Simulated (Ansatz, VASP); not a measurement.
**One calculation of HfH2, two programs**

```
CELL_PARAMETERS angstrom
-1.73900 1.73900 2.18050
1.73900 -1.73900 2.18050
1.73900 1.73900 -2.18050
ATOMIC_POSITIONS crystal
Hf 0.00000 0.00000 0.00000
H 0.75000 0.25000 0.50000
H 0.25000 0.75000 0.50000
```

Alike in both runs: task single point; functional LDA; k mesh 8 × 8 × 8; occupations gaussian, width 0.1 eV; no spin polarisation.

```csv
,VASP,Ansatz
version,VASP 6.6.1,Ansatz 0.2.0
potentials or method,"VASP PAW LDA potentials, release 64 (Hf_pv, H)","scalar-relativistic, plane waves, PAW"
plane-wave cutoff (eV),520,420
valence electrons in the cell,12,28
```

|  | VASP | Ansatz | Ansatz less VASP |
| --- | --- | --- | --- |
| gap on the k mesh at the Fermi level (eV) | none | none | - |
| pressure (GPa) | -8.6 | -8.4 | +0.14 |
| largest component of the traceless stress (GPa) | 0.67 | 0.66 | -0.014 |

A gap of «none» marks a metal or a gap that the smearing closes. The two sets of potentials don't hold the same shells in valence.

The runs have no spin-orbit coupling, so splittings on Hf are missing.
